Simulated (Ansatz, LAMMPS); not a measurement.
# Relaxing amorphous SiO2 (84 atoms)

Wanted: the relaxed structure of amorphous SiO2 (84 atoms) and its electronic structure.

Calculated with Ansatz 0.2.0; Kohn-Sham DFT, PBE, PAW (set soft_2), plane waves.

**What experiment says.** The density of pristine, uncompressed silica glass was measured at room temperature as a reference for densified samples (“Siliceous zeolite-derived topology of amorphous silica”, 2023, PMC10710485): density 2.2 g/cm³. A silica glass plate was measured by high-energy x-ray diffraction at 20 K and the Si-O distance was taken from the first PDF peak (“Polyhedral units and network connectivity in calcium aluminosilicate glasses from high-energy x-ray diffraction”, 2000, arxiv:cond-mat/0007490): nearest Si–O distance 1.61 Å; number of O about Si 4. The nearest silicon-silicon distance in amorphous silica was obtained by fitting a symmetric peak to the measured radial distribution (as quoted in “New insights into the origin of the first sharp diffraction peak in amorphous silica from an analysis of chemical and radial ordering”, 2024, arxiv:2403.10632): nearest Si–Si distance 3.08 Å; nearest O–O distance 2.63 Å. The mean Si-O-Si angle was obtained by reanalysing earlier high-energy photon diffraction data in combination with published neutron diffraction data on silica glass (“Bond angle distribution in amorphous germania and silica”, 1996, arxiv:chem-ph/9603004): Si–O–Si angle 148.3 °.

## Step 1: Set-up

The cell holds 84 atoms: 28 Si and 56 O. Cell: a = 10.829 Å, b = 10.829 Å, c = 10.829 Å, α = 90.0°, β = 90.0°, γ = 90.0°. 84 atoms (28 Si, 56 O) placed at random at 2.2 g/cm³, melted at 5000 K for 10 ps at fixed volume with the Morse and Coulomb pair potential with partial charges (Pedone, Malavasi, Menziani, Cormack and Segre, J. Phys. Chem. B 110, 11780 (2006)). Quenched from 5000 K to 300 K at 50 K/ps and fixed volume, held 5 ps, then minimised at fixed cell.

Before any run, some limits are plain. The quench rate of 50 K/ps far exceeds what a furnace or splat quench reaches, so expect more defects and frozen-in strain than in a real sample. The starting topology of bonds comes from the classical model. Only the Γ point is sampled in the main run, in a cell whose shortest periodic width is 11 Å.

## Step 2: The classical run that made the cell

A classical potential makes the cell, at a small fraction of what the same run would cost in DFT.

This step: classical MD, Morse and Coulomb pair potential with partial charges (Pedone, Malavasi, Menziani, Cormack and Segre, J. Phys. Chem. B 110, 11780 (2006)) (LAMMPS 22 Jul 2025 - Update 4).

in.lmp reads:

```
# melt-quench of Si28O56
units metal
atom_style charge
boundary p p p
region box block 0 10.8288 0 10.8288 0 10.8288
create_box 2 box
mass 1 28.0850   # Si
mass 2 15.9990   # O
create_atoms 1 random 28 41489 NULL overlap 1.5 maxtry 2000
create_atoms 2 random 56 41496 NULL overlap 1.5 maxtry 2000
pair_style hybrid/overlay pedone 5.5 coul/long 8.0
pair_coeff * * coul/long
pair_coeff 1 2 pedone 0.340554 2.006700 2.100000 1   # Si-O
pair_coeff 2 2 pedone 0.042395 1.379316 3.618701 22   # O-O
set type 1 charge 2.4
set type 2 charge -1.2
kspace_style pppm 1.0e-4
neigh_modify delay 0 every 1 check yes
thermo_style custom step time temp pe press density
thermo_modify norm yes
timestep 0.002
thermo 100
min_style cg
minimize 1e-4 1e-4 200 2000
reset_timestep 0
velocity all create 5000 41490 mom yes dist gaussian
fix lim all nve/limit 0.05
fix lan all langevin 5000 5000 0.2 41491 zero yes
thermo 500
run 1000 post no
unfix lim
unfix lan
thermo 833
fix md all nvt temp 5000 5000 0.2
run 5000 post no
unfix md
thermo 4700
fix md all nvt temp 5000 300 0.2
run 47000 post no
unfix md
thermo 1250
fix md all nvt temp 300 300 0.2
run 2500 post no
unfix md
thermo 100
min_style cg
minimize 0 1e-3 2000 20000
write_dump all custom glass.dump id type xs ys zs modify sort id
```

On the command line:

```sh
$ lmp -in in.lmp -log none -nocite
```

Numbers of over 12 decimals in the logs are rounded to 6 here.

Output:

```text
LAMMPS (22 Jul 2025 - Update 4)
Created orthogonal box = (0 0 0) to (10.8288 10.8288 10.8288)
Created 28 atoms
Created 56 atoms
PPPM initialization ...
  G vector (1/distance) = 0.3830371
  grid = 12 12 12
  estimated relative force accuracy = 6.189654e-05
   Step          Time           Temp          PotEng         Press         Density
         0   0              0             -3.3804435      367479.57      2.1999748
       100   0.2            0             -17.46255      -49070.667      2.1999748
       114   0.228          0             -17.509        -36542.015      2.1999748
Loop time of 0.0733964 s on 1 MPI rank(s) for 114 steps with 84 atoms
Minimization stats:
  Stopping criterion = energy tolerance
  Energy initial, next-to-last, final =
     -3.38044350343689  -17.5073513747172  -17.5090000791844
  Force two-norm initial, final = 297.23924 2.3168614
  Iterations, force evaluations = 114 146
[... 12 lines left out ...]
[... 2 lines left out ...]
Loop time of 2.09279 s on 1 MPI rank(s) for 5000 steps with 84 atoms
   Step          Time           Temp          PotEng         Press         Density
[... 12 lines left out ...]
Loop time of 18.5602 s on 1 MPI rank(s) for 47000 steps with 84 atoms
   Step          Time           Temp          PotEng         Press         Density
[... 2 lines left out ...]
     55000   110            265.837       -17.713352     -18821.132      2.1999748
     55500   111            267.05972     -17.70858      -21642.902      2.1999748
Loop time of 0.912862 s on 1 MPI rank(s) for 2500 steps with 84 atoms
   Step          Time           Temp          PotEng         Press         Density
     55500   111            267.05972     -17.70858      -21642.902      2.1999748
     55518   111.036        267.05972     -17.751105     -21186.882      2.1999748
Loop time of 0.0324219 s on 1 MPI rank(s) for 18 steps with 84 atoms
Minimization stats:
  Stopping criterion = linesearch alpha is zero
  Energy initial, next-to-last, final =
     -17.7085803817886  -17.7511047468677  -17.7511047468677
  Force two-norm initial, final = 13.162374 0.64337102
  Iterations, force evaluations = 18 69
```

Elapsed: 22 s, on 1 thread of Arm Neoverse V1, shared host; peak memory 0.072 GiB.

## Step 3: Single point at the start

The forces at the start show how far the geometry lies from a minimum of this functional.

input.yaml reads:

```yaml
crystal:
  lattice:
    - [10.8288, 0.0, 0.0]
    - [0.0, 10.8288, 0.0]
    - [0.0, 0.0, 10.8288]
  atoms:
    - { symbol: Si, position: [0.76409, 0.24778, 0.64739] }
    - { symbol: Si, position: [0.56312, 0.81438, 0.66784] }
    - { symbol: Si, position: [0.90056, 0.4959, 0.60026] }
    - { symbol: Si, position: [0.70373, 0.41643, 0.01548] }
    - { symbol: Si, position: [0.27775, 0.7913, 0.71061] }
    - { symbol: Si, position: [0.60189, 0.51132, 0.27567] }
    - { symbol: Si, position: [0.5679, 0.15027, 0.02526] }
    - { symbol: Si, position: [0.96143, 0.47643, 0.06141] }
    - { symbol: Si, position: [0.89726, 0.00831, 0.73668] }
    - { symbol: Si, position: [0.62938, 0.23803, 0.38119] }
    - { symbol: Si, position: [0.12633, 0.93376, 0.88838] }
    - { symbol: Si, position: [0.19033, 0.90401, 0.47302] }
    - { symbol: Si, position: [0.6155, 0.67753, 0.91372] }
    - { symbol: Si, position: [0.11605, 0.07111, 0.1408] }
    - { symbol: Si, position: [0.39543, 0.64262, 0.0979] }
    - { symbol: Si, position: [0.53711, 0.09551, 0.74732] }
    - { symbol: Si, position: [0.9859, 0.39223, 0.34306] }
    - { symbol: Si, position: [0.38336, 0.12573, 0.50302] }
    - { symbol: Si, position: [0.26511, 0.37387, 0.42188] }
    - { symbol: Si, position: [0.73856, 0.6923, 0.47523] }
    - { symbol: Si, position: [0.33417, 0.26006, 0.15887] }
    - { symbol: Si, position: [0.19603, 0.80272, 0.23072] }
    - { symbol: Si, position: [0.86564, 0.13681, 0.28401] }
    - { symbol: Si, position: [0.90033, 0.91649, 0.4633] }
    - { symbol: Si, position: [0.19492, 0.5121, 0.67906] }
    - { symbol: Si, position: [0.23453, 0.43753, 0.95561] }
    - { symbol: Si, position: [0.76068, 0.92418, 0.99335] }
    - { symbol: Si, position: [0.97398, 0.75979, 0.06748] }
    - { symbol: O, position: [0.63271, 0.28629, 0.00447] }
    - { symbol: O, position: [0.8114, 0.61368, 0.58296] }
    - { symbol: O, position: [0.04779, 0.93711, 0.44773] }
    - { symbol: O, position: [0.64267, 0.19965, 0.72141] }
    - { symbol: O, position: [0.50969, 0.1536, 0.42022] }
    - { symbol: O, position: [0.09267, 0.44349, 0.00293] }
    - { symbol: O, position: [0.72253, 0.18981, 0.27103] }
    - { symbol: O, position: [0.96494, 0.44878, 0.20814] }
    - { symbol: O, position: [0.03691, 0.98708, 0.78256] }
    - { symbol: O, position: [0.92063, 0.46066, 0.45519] }
    - { symbol: O, position: [0.2954, 0.01104, 0.4655] }
    - { symbol: O, position: [0.82452, 0.38287, 0.66326] }
    - { symbol: O, position: [0.19185, 0.84982, 0.60743] }
    - { symbol: O, position: [0.82043, 0.97443, 0.86297] }
    - { symbol: O, position: [0.13203, 0.03646, 0.99575] }
    - { symbol: O, position: [0.33709, 0.35187, 0.28028] }
    - { symbol: O, position: [0.12933, 0.39153, 0.37312] }
    - { symbol: O, position: [0.21973, 0.79519, 0.37504] }
    - { symbol: O, position: [0.3031, 0.55491, 0.01926] }
    - { symbol: O, position: [0.50717, 0.10842, 0.89207] }
    - { symbol: O, position: [0.26246, 0.46845, 0.54832] }
    - { symbol: O, position: [0.46008, 0.18004, 0.12894] }
    - { symbol: O, position: [0.30148, 0.24681, 0.48503] }
    - { symbol: O, position: [0.86549, 0.14533, 0.68722] }
    - { symbol: O, position: [0.06821, 0.74377, 0.18224] }
    - { symbol: O, position: [0.43029, 0.11266, 0.64469] }
    - { symbol: O, position: [0.16851, 0.94743, 0.20538] }
    - { symbol: O, position: [0.04192, 0.51026, 0.65561] }
    - { symbol: O, position: [0.84219, 0.78632, 0.42249] }
    - { symbol: O, position: [0.71514, 0.24053, 0.5052] }
    - { symbol: O, position: [0.93618, 0.25299, 0.34383] }
    - { symbol: O, position: [0.0568, 0.81588, 0.95505] }
    - { symbol: O, position: [0.69529, 0.79344, 0.96402] }
    - { symbol: O, position: [0.66162, 0.53492, 0.93139] }
    - { symbol: O, position: [0.84988, 0.39834, 0.00415] }
    - { symbol: O, position: [0.49229, 0.68646, 0.99634] }
    - { symbol: O, position: [0.92968, 0.62219, 0.03846] }
    - { symbol: O, position: [0.67221, 0.6065, 0.36978] }
    - { symbol: O, position: [0.97196, 0.1003, 0.17887] }
    - { symbol: O, position: [0.23862, 0.6495, 0.71762] }
    - { symbol: O, position: [0.41525, 0.80679, 0.66035] }
    - { symbol: O, position: [0.59559, 0.71445, 0.77338] }
    - { symbol: O, position: [0.87215, 0.92808, 0.612] }
    - { symbol: O, position: [0.23068, 0.43548, 0.80571] }
    - { symbol: O, position: [0.21123, 0.17734, 0.17892] }
    - { symbol: O, position: [0.25067, 0.87441, 0.83245] }
    - { symbol: O, position: [0.63426, 0.77538, 0.54461] }
    - { symbol: O, position: [0.6703, 0.03527, 0.04292] }
    - { symbol: O, position: [0.47957, 0.5745, 0.20813] }
    - { symbol: O, position: [0.58918, 0.37982, 0.35048] }
    - { symbol: O, position: [0.87128, 0.86834, 0.08239] }
    - { symbol: O, position: [0.3098, 0.74686, 0.15745] }
    - { symbol: O, position: [0.30676, 0.32927, 0.0288] }
    - { symbol: O, position: [0.58928, 0.95613, 0.71422] }
    - { symbol: O, position: [0.84662, 0.02403, 0.37757] }
    - { symbol: O, position: [0.68074, 0.47121, 0.15525] }
kpoints:
  mp_grid: { grid: [1, 1, 1] }
hamiltonian:
  xc: pbe
scf:
  occupations: { method: fermi_dirac, width: 0.025 }
output:
  forces: true
```

On the command line:

```sh
$ ansatz run input.yaml --threads 4 --pin off --max-ram 8192MiB --backend cpu --events-out ev --progress --plain --runs-dir out
```

Output:

```text
Engine: ansatz 0.2.0, aarch64-unknown-linux-gnu
Pseudopotentials: kind: paw
Pseudopotential: Si, paw, valence charge 4, recommended cutoff 420 eV (normal), Si.paw.azcp
Pseudopotential: O, paw, valence charge 6, recommended cutoff 420 eV (normal), O.paw.azcp
[... 5 lines on functional and potentials left out ...]
Crystal: 84 atoms, lattice volume = 1269.817 Å³
Basis set: ecut = 420 eV, 24837 PW (Γ), exchange–correlation on 150×150×150 points (8 copies of the dense FFT grid, shifted against one another)
Bands: 308, of which v1, the nominal top of the filled ones, is band 224 counted from 1 (223 counted from 0)
Symmetry: 1 space group operations
Space group: P1 (ITA 1), of the structure as read, at distance tolerance 1.1e-4 Å
k-points: 1
[... 5 lines on functional and potentials left out ...]
Initial density: superposition of atomic densities (neutral atoms: chi_scale 0, normalization atom), corrected by the library's trained network
Initial wavefunctions: pseudopotential atomic-orbital guess
Functional: x = pbe(κ = 0.804, μ = 0.219515), c = pbe(β = 0.066725)
SCF iter   1: F=—  HF=-49664.524155 eV  |F-HF|=—  |Δ(HF+E_count)|=         —  Δρ=1.95e-3  dr2=3.94e-2  ethr=1.77e-3  ⟨swp⟩=7.0  Hψ=1532  notcnv=0  defer=50
preconditioner: auto → Resta (q_TF=auto, 2.293 Å⁻¹)  ε∞=2.8  [insulator: Δε(μ)=4.531 eV  Ē_g=16.239 eV  σ=0.025 eV  W_gap=1.00  n_scr=250 (ndim 8)  ℏωp=22.1 eV  f_vac=0.249  D(μ)=0.00/eV (n_scr^D=0)  ε∞_Penn≈2.8]
SCF iter   2: F=—  HF=-49664.526054 eV  |F-HF|=—  |Δ(HF+E_count)|=   1.90e-3  Δρ=9.38e-4  dr2=8.04e-3  ethr=8.79e-6  ⟨swp⟩=2.0  Hψ=527  notcnv=0  defer=80
SCF iter   3: F=—  HF=-49664.530208 eV  |F-HF|=—  |Δ(HF+E_count)|=   4.15e-3  Δρ=3.68e-4  dr2=1.98e-3  ethr=1.79e-6  ⟨swp⟩=2.0  Hψ=405  notcnv=0  defer=32
automatic band count: iteration 3 solves 260 bands in place of 308: the levels show a gap, and the empty bands left out lie too high to hold charge; the band table lists the bands solved (type scf.n_extra_bands for more)
SCF iter   4: F=—  HF=-49664.530654 eV  |F-HF|=—  |Δ(HF+E_count)|=   4.45e-4  Δρ=1.01e-4  dr2=1.71e-4  ethr=4.42e-7  ⟨swp⟩=2.0  Hψ=403  notcnv=0  defer=32
SCF iter   5: F=—  HF=-49664.530670 eV  |F-HF|=—  |Δ(HF+E_count)|=   1.69e-5  Δρ=6.31e-5  dr2=4.24e-5  ethr=3.82e-8  ⟨swp⟩=2.0  Hψ=449  notcnv=0  defer=32
SCF iter   6: F=—  HF=-49664.528374 eV  |F-HF|=—  |Δ(HF+E_count)|=   2.30e-3  Δρ=1.64e-5  dr2=3.47e-6  ethr=9.47e-9  ⟨swp⟩=2.0  Hψ=452  notcnv=0  defer=32
SCF iter   7: F=—  HF=-49664.528373 eV  |F-HF|=—  |Δ(HF+E_count)|=   1.44e-6  Δρ=6.31e-6  dr2=5.20e-7  ethr=7.74e-10  ⟨swp⟩=2.0  Hψ=448  notcnv=0  defer=32
SCF iter   8: F=—  HF=-49664.528372 eV  |F-HF|=—  |Δ(HF+E_count)|=   3.32e-7  Δρ=3.55e-6  dr2=1.38e-7  ethr=2.23e-11  ⟨swp⟩=4.0  Hψ=931  notcnv=0
SCF iter   9: F=-49664.528372 eV  HF=-49664.528372 eV  |F-HF|=1.54e-8  |Δ(HF+E_count)|=   8.04e-8  Δρ=7.47e-7  dr2=9.45e-9  ethr=2.23e-11  ⟨swp⟩=4.0  Hψ=879  notcnv=0
SCF 1 converged in 9 iterations: F = -49664.528372 eV  dr2 = 9.45e-9
  greatest PAW one-centre occupation: 0.868 electrons in one spin orbital (limit 2), on the O atom at site 40 (counted from 0), in its partial waves of l = 0
SCF converged after 9 iterations
Free energy (F): -49664.528372 eV
Harris-Foulkes:  -49664.528372 eV  (|F-HF|=1.54e-8)
Internal energy: -49664.528372 eV  (E = F + TS)
E sigma→0 (E₀):  -49664.528372 eV
Fermi energy:    3.581533 eV
--- Per-component energies (eV) ---
  E_band       = -2606.026404
  E_kinetic    = 11254.900262
  E_local      = -35580.740168  (includes V_loc(G=0)·N_el)
  E_nonlocal   = 3357.084959
  E_hartree    = 13566.631933
  E_xc         = -5708.502006
  E_vxc        = -6625.064027  (∫ρ·V_xc dr)
  E_paw        = -23275.576731  (= ΣΔE_a)
  E_vpaw       = -2145.618297  (= ΣTr[D̂ρ^β])
  E_aug_tail   = 0.144681  (compensation charges beyond the density's cutoff)
  E_ewald      = -13278.471302
  E_smearing   = -0.000000  (= −TS)
  E_closure    = 0.000000  (closes the sum)
  Σ components = -49664.528372   (vs F -49664.528372, Δ=0.00e0)
--- Forces (eV/Å), atoms counted from 1 ---
  atom   1  Si    -0.75934222    -1.18541449    -0.99769742
  atom   2  Si    -0.26287799     0.70989920     1.38531429
  atom   3  Si     1.03268110    -0.76647792    -1.43214375
  atom   4  Si    -0.89158898     1.39983665     1.67379539
  atom   5  Si     0.02871871     0.26906303    -0.27202908
  atom   6  Si    -0.08730029    -0.38069377    -1.15873567
  atom   7  Si     0.36001996     0.23892277    -0.95332847
  atom   8  Si     0.42252685     0.93115143     0.88484342
  atom   9  Si    -0.47981942    -0.24464421     0.45743239
  atom  10  Si     0.42319467     0.26262345     1.19826651
  atom  11  Si    -1.90315313    -1.19618758     1.27008821
  atom  12  Si    -0.13495295     0.11326285    -0.44552780
  atom  13  Si     0.03365008     0.22686693     1.14450040
  atom  14  Si    -0.15218084    -1.16798654    -0.13705280
[...]
atom  83  O     -0.75699999    -0.24529073    -0.04529307
  atom  84  O      0.69773133    -0.05825647     0.01563614
  max |Σ_I F_I| component: 4.38e-5 eV/Å
```

It took 11 s on 4 threads of Arm Neoverse V1, shared host; peak memory 1.4 GiB.

Reading the cycles: dr2 is the Hartree energy of the density residual (eV), the measure of convergence; HF is the Harris–Foulkes estimate of the energy, which meets the free energy F at convergence.

Read from the output:

* free energy: -49664.5284 eV
* free energy per atom: -591.2444 eV/atom
* SCF cycles: 9
* r.m.s. force component: 0.6543 eV/Å
* longest force: 2.582 eV/Å
* Fermi energy: 3.582 eV

The r.m.s. force component of 0.65 eV/Å sets the starting point.

Length of the force by element:

| element | coordination | atoms | mean length of the force (eV/Å) | spread | least | most |
| --- | --- | --- | --- | --- | --- | --- |
| O | all | 56 | 0.882 | 0.306 | 0.322 | 1.51 |
| Si | all | 28 | 1.34 | 0.557 | 0.384 | 2.58 |

[end of part 1 of 4]

[Logs are printed without paths, hosts, clocks, repeated set-up lines and the standing remarks that a program may print on its own settings, such as how far it seeks lower states.]

[Hosts, paths, dates, database ids (printed as entryN), source tags and the programs' standing remarks are cut or masked in the printed files.]
